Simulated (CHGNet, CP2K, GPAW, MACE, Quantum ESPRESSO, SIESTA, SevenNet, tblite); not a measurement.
**GPAW runs on Zhiqinite (Fddd), TiSi2 (72 atoms)**

Wanted: GPAW inputs and outputs for Zhiqinite (Fddd), TiSi2 (72 atoms), checked against a plane-wave reference.

Program: GPAW 26.7.0. Level of theory: the method is named at each step. Results are calculated unless marked as measured.

The database entry behind the starting cell is an old determination (1939), so it need not match the best structure at ambient conditions.

### Step 1. The starting structure

The cell holds 72 atoms: 24 Ti and 48 Si. Cell: a = 14.319 Å, b = 8.236 Å, c = 8.523 Å, α = 90.0°, β = 90.0°, γ = 90.0°. It derives from TiSi2 (Fddd), repeated 3×1×1. TiSi2, space group Fddd, structure from the Crystallography Open Database, 3 x 1 x 1 conventional cells; every coordinate displaced by a Gaussian of 0.06 Å. Then every atom was moved at random, 0.02 Å r.m.s. a Cartesian component.

The yardstick, on the same geometry:

```
method                 : Kohn-Sham DFT, PBE, SSSP efficiency 1.3.0 pseudopotentials, plane waves (Quantum ESPRESSO 7.5); sssp-pbe-1.3.0-efficiency, cutoffs 45/360 Ry, Γ point
r.m.s. force component : 0.7773 eV/Å
longest force          : 2.919 eV/Å
pressure               : 4.218 GPa
time                   : 2.4 min on 4 MPI ranks of Arm Neoverse V2, shared host
CPU time               : 9.4 min
```

### Step 2. PBE, plane waves 550 eV

Method: Kohn-Sham DFT, PBE, PAW, plane waves.

File run.py:

```python
import numpy as np
from ase.io import read
from gpaw import GPAW, FermiDirac, PW
from ase.parallel import parprint as print

atoms = read("structure.xyz")
atoms.calc = GPAW(
    mode=PW(550),
    xc="PBE",
    kpts={"size": (1, 1, 1), "gamma": True},
    occupations=FermiDirac(0.05),
    maxiter=200,
    symmetry={"point_group": False},
    nbands=286,
    txt="gpaw.txt",
)
energy = atoms.get_potential_energy(force_consistent=True)
forces = atoms.get_forces()
print(f"energy {energy:.6f} eV")
print("forces (eV/A)")
for i, (a, f) in enumerate(zip(atoms, forces)):
    print(f"{i:4d} {a.symbol:2s} {f[0]:10.5f} {f[1]:10.5f} {f[2]:10.5f}")
stress = -atoms.get_stress(voigt=False) * 160.21766
print("stress (GPa, compression positive)")
for row in stress:
    print(" ".join(f"{x:10.4f}" for x in row))
print(f"Fermi level {atoms.calc.get_fermi_level():.4f} eV")
for k in range(len(atoms.calc.get_ibz_k_points())):
    for s in range(atoms.calc.get_number_of_spins()):
        e = atoms.calc.get_eigenvalues(kpt=k, spin=s)
        n = np.searchsorted(e, atoms.calc.get_fermi_level())
        print(f"k {k} spin {s} levels about the Fermi level:", np.round(e[max(n - 6, 0):n], 4).tolist(), "|", np.round(e[n:n + 6], 4).tolist())
```

File structure.xyz:

```xyz
72
Lattice="14.31900 0.00000 0.00000 0.00000 8.23600 0.00000 0.00000 0.00000 8.52300" Properties=species:S:1:pos:R:3 pbc="T T T"
Ti 3.51746 2.04879 2.18589
Ti 1.27124 6.17667 2.04680
Ti 1.19793 2.01906 6.34887
Ti 3.61812 6.20904 6.40350
Ti 2.34803 8.19153 0.05787
Ti 14.23838 4.04453 0.02617
Ti 0.01589 0.12296 4.38696
Ti 2.38941 4.22581 4.23346
Si 3.62915 4.80167 2.21291
Si 1.17387 3.47246 2.16118
Si 1.17702 4.80447 6.35611
Si 3.49928 3.39661 6.46810
Si 2.40846 5.54135 0.07730
Si 0.08362 6.91602 0.01492
Si 0.07990 5.44185 4.32900
Si 2.44024 6.93199 4.26516
Si 3.66280 0.71439 6.39055
Si 1.23845 7.56378 6.39259
Si 1.16385 0.65946 2.18905
Si 3.46405 7.62365 2.12785
Si 2.31681 1.39748 4.25085
Si 14.30139 2.68732 4.31988
Si 0.12529 1.36668 8.50536
Si 2.39671 2.80864 0.00136
Ti 8.31275 2.21145 2.12504
Ti 5.92649 6.18705 2.11652
Ti 5.83542 1.99072 6.45506
Ti 8.41098 6.17346 6.34495
Ti 7.14375 0.01746 0.08872
Ti 4.67386 4.16643 0.03886
Ti 4.68317 8.18016 4.32551
Ti 7.26417 4.13217 4.22715
Si 8.47484 4.81930 2.27343
Si 6.04018 3.43276 2.08473
Si 5.99794 4.74410 6.38202
Si 8.29872 3.48185 6.49504
Si 7.13229 5.41196 8.43547
Si 4.79543 6.95151 0.01764
Si 4.80689 5.46080 4.26977
Si 7.11268 6.87994 4.27863
Si 8.48014 0.68589 6.36583
Si 5.95355 7.55307 6.36472
Si 5.93322 0.67263 2.07373
Si 8.37418 7.71063 2.10808
Si 7.10265 1.25311 4.35568
Si 4.79486 2.69120 4.22826
Si 4.65368 1.42137 0.03494
Si 7.10366 2.73921 8.47774
Ti 13.08270 2.13980 2.09206
Ti 10.67968 6.11367 2.23337
Ti 10.71033 2.04508 6.46333
Ti 13.12551 6.24050 6.37000
Ti 11.92200 0.08705 8.51737
Ti 9.58900 4.10301 8.48857
Ti 9.60876 8.22315 4.26610
Ti 11.98858 4.21634 4.23372
[... 12 atom lines left out ...]
Si 12.03197 1.25912 4.29585
Si 9.59573 2.72282 4.23167
Si 9.62065 1.31216 0.04117
Si 11.97183 2.73229 8.49888
```

Command:

```console
$ OMP_NUM_THREADS=1 mpirun -np 2 gpaw python run.py > output.txt
```

The log of the run:

```text
energy -455.595088 eV
forces (eV/A)
   0 Ti    0.47843    0.42640   -0.52710
   1 Ti   -1.78812    0.08938    2.33976
   2 Ti    0.27323    0.74546    1.05753
   3 Ti   -0.58391   -0.52372    0.25143
   4 Ti    0.52120    1.04015   -1.04182
   5 Ti    1.29229    1.12099   -0.83082
   6 Ti    0.03702   -1.92049   -1.56863
   7 Ti    0.03535   -1.45028    0.66112
   8 Si   -0.11953    0.30021   -0.56308
   9 Si   -0.01548   -0.25636   -0.09759
  10 Si   -0.02812    0.16104    1.06965
  11 Si    0.33975    0.14647   -0.93520
  12 Si    0.42764   -0.76011   -1.29781
  13 Si   -1.17708   -0.35920   -0.45125
  14 Si   -0.35356    0.60454   -1.12095
  15 Si   -0.50354   -0.42017   -0.09161
  16 Si   -1.48858   -0.03933    0.73845
  17 Si   -0.07645   -0.44891    0.39157
  18 Si   -0.18420    0.42505   -0.17561
  19 Si    1.16520   -0.70573    0.62418
  20 Si    0.59403   -0.02288    0.14225
  21 Si    0.24600    1.07753   -1.66233
  22 Si   -0.74114   -0.05363    0.72796
  23 Si   -0.65981   -0.09277    0.27807
[...]
64 Si   -0.32333   -0.67696    0.48842
  65 Si    0.67841   -1.05967   -0.00069
  66 Si    1.32086    0.22406   -0.29777
  67 Si    0.07397   -0.42776   -0.78713
  68 Si   -1.03696    0.75256   -0.13072
  69 Si   -0.02510    0.36077    0.43443
  70 Si   -1.10704    0.77622    0.25340
  71 Si   -0.33138    0.44830   -0.18814
stress (GPa, compression positive)
    9.5583    -0.1168    -0.3587
   -0.1168     4.0567    -0.2296
   -0.3587    -0.2296     0.3953
Fermi level 10.1980 eV
k 0 spin 0 levels about the Fermi level: [9.3309, 9.4954, 9.6083, 9.9068, 9.9225, 10.18] | [10.2281, 10.3492, 10.4153, 10.4873, 10.5474, 10.5618]
```

gpaw.txt:

```text
Input parameters:
  mode=PW(ecut=550.0),
  kpts=MonkhorstPack(size=(1, 1, 1), gamma=True),
  maxiter=200,
  nbands=286,
  occupations=Occupations(name='fermi-dirac', width=0.05, fixmagmom=False),
  symmetry=Symmetry(point_group=False),
  xc=XC(name='PBE')
Diagonalizing LCAO Hamiltonian
Converting LCAO to pw mode
      .----------------------------------.
     /|                      Si          |
    / |               Si                 |
   /  |  Si         Si     Ti   Si       |
  Si  |       Ti         Ti          Ti  |
 *    |Si   Si   TiSi  Si    TTi         |
 |   Ti    Si   Ti     Si   Ti     Si    |
 |  Si|  TSi    Si    Si         TSi     |
 |    |       Si     Ti   Si          Si |
 |    | Si   Si    Si    Si    Si        |
 Ti   Si----Ti----Si----------Si----Si---.
 |   /i    Ti    Si    Ti         Ti    /
 |  Si    Si   TSi         Si    Si    /
 | /     Si                           /i
 |/          Si          Si          /
 *----------------Ti----------------*
[... lines left out ...]
  Converge bands: occupied
[... lines left out ...]
  Fermi-Dirac:
[... lines left out ...]
  name: PBE with 2 nearest neighbor stencil
Initialization done in: 17.624 s
convergence criteria:
- Maximum [total energy] change in last 3 cyles: 0.0005 eV / valence electron
- Maximum integral of absolute [dens]ity change: 0.0001 electrons / valence electron
- Maximum integral of absolute [eigenst]ate change: 4e-08 eV^2 / valence electron
maximum number of iterations: 200
SCF iterations
|iter     |      energy | eigst |  dens |
|---------|-------------|-------|-------|
|iter:   1| -457.773268 | +0.64 |       |
|iter:   2| -458.998127 | -0.81 | -1.18 |
|iter:   3| -500.504552 | +0.15 | -1.21 |
|iter:   4| -612.161520 | +1.09 | -0.94 |
[...]
|iter:   8| -455.521135 | -1.52 | -1.71 |
|iter:   9| -455.641609 | -1.72 | -1.96 |
|iter:  10| -455.619417c| -2.03 | -2.18 |
|iter:  11| -455.583675c| -2.30 | -2.28 |
|iter:  12| -455.551455c| -2.73 | -2.41 |
[...]
|iter:  19| -455.511742c| -5.26 | -3.69 |
|iter:  20| -455.511744c| -5.80 | -3.99 |
|iter:  21| -455.511719c| -6.32 | -4.16c|
|iter:  22| -455.511737c| -6.48 | -4.34c|
|iter:  23| -455.511732c| -6.41 | -4.49c|
|iter:  24| -455.511727c| -7.05 | -4.53c|
|iter:  25| -455.511731c| -7.46c| -4.95c|
Converged in 25 steps
SCF loop duration: 173.011 s (6.920 s/step)
Energy contributions relative to reference atoms: (reference = -935920.866771)
Energy contributions:
  Kinetic:         547.541639
  Coulomb:        -436.324896
  Zero:             -1.695119
  External:          0.000000
  Xc:             -564.949998
  Entropy:          -0.166714
  Spinorbit:         0.000000
  ----------------------------
  Free energy:    -455.595088
  Extrapolated:   -455.511731
dipole moment: (-56.786209, 12.069681, -85.797725)  # |e|*Ang
Fermi level: 10.198
Eigenvalues  # (at kpt = [0.000, 0.000, 0.000])
| band index |      eig [eV] | occ [0-2] |
|------------|---------------|-----------|
|          0 |       -46.482 |     2.000 |
|        ... |               |           |
|        232 |         9.269 |     2.000 |
|        233 |         9.301 |     2.000 |
[...]
|        ... |               |           |
[...]
Gap: 0.048 eV
Transition (v -> c):
  (s=0, k=0, n=239, [0.00, 0.00, 0.00]) -> (s=0, k=0, n=240, [0.00, 0.00, 0.00])
No difference between direct/indirect transitions
Force computation time: 3.330  # s
Stress tensor  # eV/Ang^3
|         x |         y |         z |
|-----------|-----------|-----------|
[...]
|  0.000729 | -0.025320 |  0.001433 |
|  0.002239 |  0.001433 | -0.002468 |
Stress computation time: 17.690  # s
```

The job ended after 3.6 min (2 MPI ranks of Arm Neoverse V2, shared host; peak memory 1.4 GiB).

Banners, paths, timers and routine set-up lines are dropped from the logs unmarked, and long logs keep their key lines alone; longer cuts are marked.

Compared with the plane-wave run:

```
r.m.s. force component                  : 0.7844 eV/Å
r.m.s. difference of force components   : 7.834 meV/Å
longest difference of force vectors     : 26.87 meV/Å
force difference over r.m.s. force      : 1.008 %
slope of forces against the reference's : 1.009
correlation of force components         : 1
pressure                                : 4.67 GPa
pressure difference                     : 0.4518 GPa
```

Length of the force difference by element (eV/Å):

```tsv
element	atoms	mean	most
Si	48	0.012	0.022
Ti	24	0.014	0.027
```

A closer look about Ti2, which bears the longest force: 11 atoms, nearest first, numbered in the order of the input, with positions taken from that point.

```tsv
atom	x	y	z	distance (Å)	bonds	Fx	Fy	Fz (eV/Å)
Ti2	0.00	0.00	0.00	0.00	10	-1.79	0.09	2.34
Si13	1.14	-0.64	-1.97	2.36	10	0.43	-0.76	-1.30
Si14	-1.19	0.74	-2.03	2.47	10	-1.18	-0.36	-0.45
Si16	1.17	0.76	2.22	2.62	10	-0.50	-0.42	-0.09
Si20	2.19	1.45	0.08	2.63	10	1.17	-0.71	0.62
Si15	-1.19	-0.73	2.28	2.68	10	-0.35	0.60	-1.12
Si10	-0.10	-2.70	0.11	2.71	10	-0.02	-0.26	-0.10
Si19	-0.11	2.72	0.14	2.72	10	-0.18	0.43	-0.18
Si9	2.36	-1.38	0.17	2.73	10	-0.12	0.30	-0.56
Si68	-2.47	1.46	0.16	2.88	10	0.07	-0.43	-0.79
Si57	-2.50	-1.46	0.02	2.90	10	0.39	1.39	0.53
```

Atoms are counted from 1 here, from 0 in the log.

Forces lie 1.0 % from the reference's, at 0.75 times its CPU time (on 2 against 4 cores).

### Step 3. PBE, LCAO dzp, h 0.2 Å, other mixer settings

Method: Kohn-Sham DFT, PBE, PAW, atomic orbitals (dzp).

run.py, as its differences from that of step 2:

```diff
@@ -2,4 +2,3 @@
 from ase.io import read
-from gpaw import GPAW, FermiDirac, PW
-from ase.parallel import parprint as print
+from gpaw import GPAW, FermiDirac, Mixer
 
@@ -7,3 +6,5 @@
 atoms.calc = GPAW(
-    mode=PW(550),
+    mode="lcao",
+    basis="dzp",
+    h=0.2,
     xc="PBE",
@@ -11,5 +12,5 @@
     occupations=FermiDirac(0.05),
+    mixer=Mixer(0.03, 7, 100),
     maxiter=200,
     symmetry={"point_group": False},
-    nbands=286,
     txt="gpaw.txt",
@@ -22,6 +23,2 @@
     print(f"{i:4d} {a.symbol:2s} {f[0]:10.5f} {f[1]:10.5f} {f[2]:10.5f}")
-stress = -atoms.get_stress(voigt=False) * 160.21766
-print("stress (GPa, compression positive)")
-for row in stress:
-    print(" ".join(f"{x:10.4f}" for x in row))
 print(f"Fermi level {atoms.calc.get_fermi_level():.4f} eV")
```

structure.xyz is that of step 2.

Command:

```console
$ OMP_NUM_THREADS=1 python run.py > output.txt
```

The log of the run:

```text
energy -447.694646 eV
forces (eV/A)
   0 Ti    0.47823    0.46616   -0.53343
   1 Ti   -1.82256    0.07513    2.41010
   2 Ti    0.29112    0.76988    1.08585
   3 Ti   -0.60922   -0.56312    0.26360
   4 Ti    0.55561    1.09118   -1.08548
   5 Ti    1.31310    1.11613   -0.86613
[...]
69 Si   -0.02868    0.36649    0.45761
  70 Si   -1.16874    0.81132    0.25593
  71 Si   -0.33869    0.46567   -0.19841
Fermi level 10.2651 eV
k 0 spin 0 levels about the Fermi level: [9.384, 9.5576, 9.6706, 9.9575, 9.9738, 10.2475] | [10.2948, 10.4175, 10.4863, 10.5565, 10.6162, 10.6296]
```

gpaw.txt:

```text
Input parameters:
  mode=LCAO(),
  basis={'default': 'dzp'},
  h=0.2,
  kpts=MonkhorstPack(size=(1, 1, 1), gamma=True),
  maxiter=200,
[... lines left out ...]
  occupations=Occupations(name='fermi-dirac', width=0.05, fixmagmom=False),
[... lines left out ...]
  Fermi-Dirac:
[... lines left out ...]
convergence criteria:
- Maximum [total energy] change in last 3 cyles: 0.0005 eV / valence electron
[... lines left out ...]
Converged in 22 steps
[... lines left out ...]
  Free energy:    -447.694646
[... lines left out ...]
Fermi level: 10.265
[... lines left out ...]
|        ... |               |           |
|        291 |        12.717 |     0.000 |
Gap: 0.047 eV
Transition (v -> c):
  (s=0, k=0, n=239, [0.00, 0.00, 0.00]) -> (s=0, k=0, n=240, [0.00, 0.00, 0.00])
No difference between direct/indirect transitions
Force computation time: 89.719  # s
timing:  # [seconds]
  Total:  898.405  # ━━━━━━━━━━━━━━━━━━━━━━━━━━━━━━━━━━━━━━━━━━━━━━━━━━━━━━━━
  Init:    12.345  # ━
  SCF:    796.308  # ━━━━━━━━━━━━━━━━━━━━━━━━━━━━━━━━━━━━━━━━━━━━━━━━━╸
  Forces:  89.719  # ━━━━━╸
```

Run time: 15 min. Hardware: 1 thread; peak memory 1.8 GiB.

Numbers from this run, and their distance from the reference:

```yaml
r_m_s_force_component: 0.8116 eV/Å
r_m_s_difference_of_force_components: 37.3 meV/Å
longest_difference_of_force_vectors: 108.8 meV/Å
force_difference_over_r_m_s_force: 4.798 %
slope_of_forces_against_the_reference_s: 1.044
correlation_of_force_components: 0.9998
```

Against the first run (1.0 %), the force difference from the reference is 4.8 %, at 2.1 times the CPU time (on 1 against 2 cores).

### Step 4. The ladder

Differences are against the plane-wave reference, forces as r.m.s. over components; share is that over the reference's r.m.s. force, slope the least-squares factor from reference forces to these. Total energies of different programs have different zeros and aren't compared.

```tsv
run	Δ force, r.m.s. (meV/Å)	share (%)	slope	Δ pressure (GPa)	cores	CPU time	memory (GiB)
reference	-	-	-	-	4	9.4 min	2.8
GPAW PBE, plane waves 550 eV	7.83	1.01	1.009	0.452	2	7.1 min	1.4
GPAW PBE, LCAO dzp, h 0.2 Å, other mixer settings	37.3	4.80	1.044	-	1	15 min	1.8
```

CPU time is summed over cores on a shared host, where runs went side by side, so it is rough. Symmetry, cutoffs, thresholds, outputs and thread counts weren't matched or tuned between programs; memory under MPI is the largest rank's times the ranks.

Further runs of this program without a result: GPAW PBE, LCAO dzp, h 0.2 Å (cut off at its time limit); GPAW RPBE, LCAO dzp, h 0.2 Å (cut off at its time limit).

### Step 5. Outcome

```json
{
  "nearest in forces": "GPAW PBE, plane waves 550 eV, 1.0 %",
  "its CPU time": "7.1 min"
}
```

PBE on plane waves or a grid with other potentials, cutoffs or grids differs from the reference by 1.0 % (GPAW PBE, plane waves 550 eV) of the r.m.s. force; this holds the reference's own error, so differences of a few per cent don't tell which side is nearer the exact PBE result. The PBE run in local orbitals differs by 4.8 % (GPAW PBE, LCAO dzp, h 0.2 Å, other mixer settings); basis, grid and potentials can all enter. None of the electronic-structure runs in the table takes under half the reference's CPU time of 9.4 min; they take 0.75 to 1.6 times as much. The reference's pressure holds the uncorrected Pulay stress of its 45 Ry basis, so small pressure differences, and their order, may be the reference's own error. The reference's stress is far from hydrostatic: its diagonal is 9.1, 3.7, -0.2 GPa, compression counted positive. The reference's pressure of 4.2 GPa belongs to a cell and atoms that aren't relaxed at this level. The electronic-structure runs sample only Γ, in a cell whose shortest periodic width is 8 Å, which is coarse for a cell with partly filled levels.

[Also dropped from logs without a mark: logging warnings of Python, and SIESTA's first energy breakdown and zero terms.]

[Logs are printed without paths, hosts, clocks, repeated set-up lines and the standing remarks that a program may print on its own settings, such as how far it seeks lower states.]

[Hosts, paths, dates, database ids (printed as entryN), source tags and the programs' standing remarks are cut or masked in the printed files.]
